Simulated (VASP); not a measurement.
# Rb (Fm-3m) in VASP: a series of runs, part 2 of 2

VASP 6.6.1. The steps go on from the part before.

## Step 3: Single point, r2SCAN

Contents of INCAR:

```
  PREC = Accurate
  ENCUT = 400
  EDIFF = 1E-6
  ISMEAR = -1
  SIGMA = 0.15
  LREAL = F
  LASPH = T
  NELM = 100
  ALGO = Normal
  ISIF = 2
  LWAVE = F
  LCHARG = F
  METAGGA = R2SCAN
  LMIXTAU = T
  ADDGRID = F
```

Contents of KPOINTS:

```
Automatic mesh
0
Gamma
  4 4 4
```

Contents of POSCAR:

```
Rb
1.0
    0.0000000000      3.6398846700      3.6398846700
    3.6398846700      0.0000000000      3.6398846700
    3.6398846700      3.6398846700      0.0000000000
Rb
1
Direct
    0.0000000000      0.0000000000      0.0000000000
```

Potentials or basis: VASP PAW PBE potentials, release 64 (Rb_sv).

On the command line:

```sh
cat potpaw_PBE.64/Rb_sv/POTCAR > POTCAR
mpirun -np 1 vasp_std > vasp.out
```

OUTCAR:

```text
PREC = Accurate
   ENCUT = 400
   EDIFF = 1E-6
   ISMEAR = -1
   LREAL = F
   LASPH = T
   NELM = 100
   ISIF = 2
   METAGGA = R2SCAN

 Found      8 irreducible k-points:

 Following reciprocal coordinates:
            Coordinates               Weight
  0.000000  0.000000  0.000000      1.000000
  0.250000  0.000000  0.000000      8.000000
  0.500000  0.000000  0.000000      4.000000
  0.250000  0.250000  0.000000      6.000000
  0.500000  0.250000  0.000000     24.000000
 -0.250000  0.250000  0.000000     12.000000
   k-points           NKPTS =      8   k-points in BZ     NKDIM =      8   number of bands    NBANDS=      8
   number of dos      NEDOS =    301   number of ions     NIONS =      1
   total plane-waves  NPLWV =  46656
   dimension x,y,z NGX =    36 NGY =   36 NGZ =   36
   dimension x,y,z NGXF=    72 NGYF=   72 NGZF=   72
   ions per type =               1
   NGX,Y,Z   is equivalent  to a cutoff of  11.63, 11.63, 11.63 a.u.
   NGXF,Y,Z  is equivalent  to a cutoff of  23.25, 23.25, 23.25 a.u.
 SYSTEM =  unknown system
   PREC   = accura    normal or accurate (medium, high low for compatibility)
   ISTART =      0    job   : 0-new  1-cont  2-samecut
   ICHARG =      2    charge: 1-file 2-atom 10-const
   ISPIN  =      1    spin polarized calculation?
   LNONCOLLINEAR =      F non collinear calculations
   LSORBIT =      F    spin-orbit coupling
   LASPH  =      T    aspherical Exc in radial PAW
   ENCUT  =  400.0 eV  29.40 Ry    5.42 a.u.   8.39  8.39  8.39*2*pi/ulx,y,z
   NELM   =    100;   NELMIN=  2; NELMDL= -5     # of ELM steps
   EDIFF  = 0.1E-05   stopping-criterion for ELM
   LREAL  =      F    real-space projection
   EDIFFG = 0.1E-04   stopping-criterion for IOM
   NSW    =      0    number of steps for IOM
   IBRION =     -1    ionic relax: 0-MD 1-quasi-New 2-CG
   NFREE  =      0    steps in history (QN), initial steepest desc. (CG)
   ISIF   =      2    stress and relaxation
   ISYM   =      2    0-nonsym 1-usesym 2-fastsym
   POTIM  = 0.5000    time-step for ionic-motion
   TEBEG  =    0.0;   TEEND  =   0.0 temperature during run
   PSTRESS=    0.0 pullay stress
   NELECT =       9.0000    total number of electrons
   NUPDOWN=      -1.0000    fix difference up-down
   EMIN   =  10.00;   EMAX   =-10.00  energy-range for DOS
   EFERMI =   0.00;   METHOD = LEGACY
   ISMEAR =    -1;   SIGMA  =   0.15  broadening in eV -4-tet -1-fermi 0-gaus
   EFERMI_NEDOS =   21; number of points for ismear=-14 and -15
   IALGO  =     38    algorithm
   IMIX   =      4    mixing-type and parameters
     AMIX     =   0.40;   BMIX     =  1.00
     AMIX_MAG =   1.60;   BMIX_MAG =  1.00
  volume/ion in A,a.u.               =      96.45       650.86
  Fermi-wavevector in a.u.,A,eV,Ry     =   0.742548  1.403213  7.501953  0.551378
  Thomas-Fermi vector in A             =   1.837453
   LORBIT       =      0    0 simple, 1 ext, 2 COOP (PROOUT), +10 PAW based schemes
   METAGGA = R2SCAN    functional components
   LHFCALC =     F    Hartree Fock is set to
   AEXX    =    0.0000 exact exchange contribution
   IVDW    =     0    specifies the selected vdW correction
   LEPSILON=     F    determine dielectric tensor
   LRPA    =     F    only Hartree local field effects (RPA)
 non-spin polarized calculation
  energy-cutoff  :      400.00
  volume of cell :       96.45
 maximum number of plane-waves:      1807
 NGX is ok and might be reduce to    36
   NGX = 17   NGY = 17   NGZ = 17

 number of electron       9.0000000 magnetization

 Free energy of the ion-electron system (eV)
  ---------------------------------------------------
  ext. energy  EPLUGINS =         0.00000000
  ---------------------------------------------------
  free energy    TOTEN  =       -13.91980397 eV

  energy without entropy =      -13.83140469  energy(sigma->0) =      -13.87560433

 E-fermi :  -0.0147     XC(G=0):  -5.5789

 val. band max:       -0.3636613813   @ k =  -0.2500   0.2500   0.0000
 cond. band min:       0.1789638645   @ k =   0.5000   0.2500   0.0000
 fundamental gap:      0.5426252458
 Fermi energy:        -0.0146927708

 k-point     1 :       0.0000    0.0000    0.0000
  band No.  band energies     occupation
      1     -30.1639      2.00000
      2     -13.6591      2.00000
      3     -13.6591      2.00000
      4     -13.6591      2.00000
      5      -2.0743      2.00000
      6       3.8998      0.00000
      7       3.8998      0.00000
      8       3.8998      0.00000
[... 45 lines left out ...]
 k-point     6 :      -0.2500    0.2500    0.0000
  band No.  band energies     occupation
      1     -30.1608      2.00000
      2     -13.7161      2.00000
      3     -13.6922      2.00000
      4     -13.6699      2.00000
      5      -0.3637      1.82209
      6       1.9190      0.00001
      7       2.3221      0.00000
      8       4.0546      0.00000

 [... further k-points ...]

------------------------ aborting loop because EDIFF is reached ----------------------------------------

  FORCE on cell =-STRESS in cart. coord.  units (eV):
  Direction    XX          YY          ZZ          XY          YZ          ZX
  --------------------------------------------------------------------------------------
  -------------------------------------------------------------------------------------
  Total        0.0217215      0.0217215      0.0217215      0.0000000      0.0000000      0.0000000
  in kB        0.3608337      0.3608337      0.3608337      0.0000000      0.0000000      0.0000000
  external PRESSURE =       0.3608337 kB  Pullay stress =       0.0000000 kB

 VOLUME and BASIS-vectors are now :
 -----------------------------------------------------------------------------
  energy-cutoff  :      400.00
  volume of cell :       96.45
      direct lattice vectors                 reciprocal lattice vectors
     0.000000000  3.639884670  3.639884670    -0.137366990  0.137366990  0.137366990
     3.639884670  0.000000000  3.639884670     0.137366990 -0.137366990  0.137366990
     3.639884670  3.639884670  0.000000000     0.137366990  0.137366990 -0.137366990

 POSITION                                       TOTAL-FORCE (eV/Angst)
 -----------------------------------------------------------------------------------
      0.00000      0.00000      0.00000         0.000000      0.000000      0.000000
 -----------------------------------------------------------------------------------
    total drift:                               -0.000000      0.000000      0.000000

  FREE ENERGIE OF THE ION-ELECTRON SYSTEM (eV)
  ---------------------------------------------------
  free  energy   TOTEN  =       -13.9198039749 eV

  energy  without entropy=      -13.8314046912  energy(sigma->0) =      -13.87560433
```

OSZICAR:

```text
N       E                     dE             d eps       ncg     rms          rms(c)
DAV:   1     0.314694287711E+02    0.31469E+02   -0.30767E+03   128   0.685E+02
DAV:   2    -0.137974667368E+02   -0.45267E+02   -0.45238E+02   128   0.147E+02
DAV:   3    -0.169582080664E+02   -0.31607E+01   -0.31581E+01   176   0.413E+01
[... 24 lines left out ...]
DAV:  28    -0.139197988346E+02    0.13948E-04   -0.16319E-05   192   0.289E-02    0.107E-02
DAV:  29    -0.139198111506E+02   -0.12316E-04   -0.15521E-05   128   0.538E-02    0.730E-03
DAV:  30    -0.139198055020E+02    0.56486E-05   -0.22207E-05   128   0.512E-02    0.525E-03
DAV:  31    -0.139198037466E+02    0.17554E-05   -0.12157E-05   128   0.349E-02    0.353E-03
DAV:  32    -0.139198039749E+02   -0.22838E-06   -0.10519E-06   128   0.106E-02
   1 F= -.13919804E+02 E0= -.13875604E+02  d E =-.883993E-01
```

Run time: 27 s. Hardware: 1 thread of Intel Xeon 6975P-C (Granite Rapids), shared host; peak memory 0.21 GiB.

The run converged, but some of its settings lie outside the range that counts as converged, so its numbers aren't taken as properties of the crystal.

Results:

```yaml
Free_energy: -13.9198 eV
Pressure: 0.0 GPa
Band_gap_on_the_k_mesh: none (metal or under the smearing width)
```

Caveat: the k mesh is coarse (spacing up to 0.37 Å⁻¹), so the values aren't converged; the PAW data sets were made with another functional, which shifts forces and pressure a little.

## Step 4: Single point, r2SCAN

INCAR is that of step 3.

KPOINTS is that of step 3.

Contents of POSCAR:

```
Rb
1.0
    0.0790870000      3.6559800000      3.6130310000
    3.6559400000      0.0406780000      3.6514400000
    3.6810400000      3.7194890000      0.0155780000
Rb
1
Direct
   -0.0191540000      0.0033960000      0.0084760000
```

Potentials or basis: VASP PAW PBE potentials, release 64 (Rb_sv).

On the command line:

```sh
cat potpaw_PBE.64/Rb_sv/POTCAR > POTCAR
mpirun -np 1 vasp_std > vasp.out
```

OUTCAR:

```text
PREC = Accurate
   ENCUT = 400
   EDIFF = 1E-6
   ISMEAR = -1
   LREAL = F
   LASPH = T
   NELM = 100
   ISIF = 2
   METAGGA = R2SCAN

 Found     36 irreducible k-points:

 Following reciprocal coordinates:
            Coordinates               Weight
  0.000000  0.000000  0.000000      1.000000
  0.250000  0.000000  0.000000      2.000000
  0.500000  0.000000  0.000000      1.000000
  0.000000  0.250000 -0.000000      2.000000
  0.250000  0.250000  0.000000      2.000000
[... 139 lines left out ...]
      8       3.8945      0.00000

 [... further k-points ...]

------------------------ aborting loop because EDIFF is reached ----------------------------------------

  FORCE on cell =-STRESS in cart. coord.  units (eV):
  Direction    XX          YY          ZZ          XY          YZ          ZX
  --------------------------------------------------------------------------------------
  -------------------------------------------------------------------------------------
  Total        0.0167756      0.0233705      0.0151188     -0.0228667      0.0048583     -0.0123097
  in kB        0.2786730      0.3882270      0.2511514     -0.3798573      0.0807058     -0.2044865
  external PRESSURE =       0.3060171 kB  Pullay stress =       0.0000000 kB

 VOLUME and BASIS-vectors are now :
 -----------------------------------------------------------------------------
  energy-cutoff  :      400.00
  volume of cell :       96.45
      direct lattice vectors                 reciprocal lattice vectors
     0.079087000  3.655980000  3.613031000    -0.140810279  0.138770703  0.139437870
     3.655940000  0.040678000  3.651440000     0.138745112 -0.137882505  0.136484505
     3.681040000  3.719489000  0.015578000     0.136888613  0.133960839 -0.138549672

 POSITION                                       TOTAL-FORCE (eV/Angst)
 -----------------------------------------------------------------------------------
      0.12119      3.61762      3.55636         0.000000      0.000000      0.000000
 -----------------------------------------------------------------------------------
    total drift:                                0.000000      0.000000     -0.000000

  FREE ENERGIE OF THE ION-ELECTRON SYSTEM (eV)
  ---------------------------------------------------
  free  energy   TOTEN  =       -13.9194016492 eV

  energy  without entropy=      -13.8312393451  energy(sigma->0) =      -13.87532050
```

It took 97 s on 1 thread of Intel Xeon 6975P-C (Granite Rapids), shared host; peak memory 0.21 GiB.

The run converged, but some of its settings lie outside the range that counts as converged, so its numbers aren't taken as properties of the crystal.

Results:

```yaml
Free_energy: -13.9194 eV
Pressure: 0.0 GPa
Band_gap_on_the_k_mesh: none (metal or under the smearing width)
```

Caveat: the k mesh is coarse (spacing up to 0.38 Å⁻¹), so the values aren't converged; the PAW data sets were made with another functional, which shifts forces and pressure a little.

## Step 5: Single point, r2SCAN

Edit INCAR of step 4 so:

```diff
@@ -1,3 +1,3 @@
   PREC = Accurate
-  ENCUT = 400
+  ENCUT = 450
   EDIFF = 1E-6
```

KPOINTS is that of step 4.

Contents of POSCAR:

```
Rb
1.0
    0.0000000000      3.6398846700      3.6398846700
    3.6398846700      0.0000000000      3.6398846700
    3.6398846700      3.6398846700      0.0000000000
Rb
1
Direct
    0.0000000000      0.0000000000      0.0000000000
```

On the command line:

```sh
cat potpaw_PBE.64/Rb_sv/POTCAR > POTCAR
mpirun -np 1 vasp_std > vasp.out
```

Run time: 32 s. Hardware: 1 thread of Intel Xeon 6975P-C (Granite Rapids), shared host; peak memory 0.21 GiB.

These settings aren't checked as converged: the numbers below hold their error.

What came out:

- Free energy: -13.9195 eV
- Pressure: 0.0 GPa
- Band gap on the k mesh: none (metal or under the smearing width)

Caveat: the k mesh is coarse (spacing up to 0.37 Å⁻¹), so the values aren't converged; the PAW data sets were made with another functional, which shifts forces and pressure a little.

## Step 6: Single point, r2SCAN

INCAR is that of step 5.

KPOINTS is that of step 5.

Contents of POSCAR:

```
Rb
1.0
    0.0790870000      3.6559800000      3.6130310000
    3.6559400000      0.0406780000      3.6514400000
    3.6810400000      3.7194890000      0.0155780000
Rb
1
Direct
   -0.0191540000      0.0033960000      0.0084760000
```

Potentials or basis: VASP PAW PBE potentials, release 64 (Rb_sv).

On the command line:

```sh
cat potpaw_PBE.64/Rb_sv/POTCAR > POTCAR
mpirun -np 1 vasp_std > vasp.out
```

Run time: 90 s. Hardware: 1 thread of Intel Xeon 6975P-C (Granite Rapids), shared host; peak memory 0.21 GiB.

These settings aren't checked as converged: the numbers below hold their error.

What came out:

- Free energy: -13.9191 eV
- Pressure: 0.0 GPa
- Band gap on the k mesh: none (metal or under the smearing width)

Caveat: the k mesh is coarse (spacing up to 0.38 Å⁻¹), so the values aren't converged; the PAW data sets were made with another functional, which shifts forces and pressure a little.

## Step 7: For comparison

An earlier run on the cell as given: functional PBE; potentials or basis VASP PAW PBE potentials, release 64 (Rb_sv); cutoff 520 eV; k mesh 6 × 6 × 6; occupations fermi-dirac, width 0.05 eV; no spin polarisation.

- Pressure: -0.1 GPa
- Band gap on the k mesh: none (metal or under the smearing width)
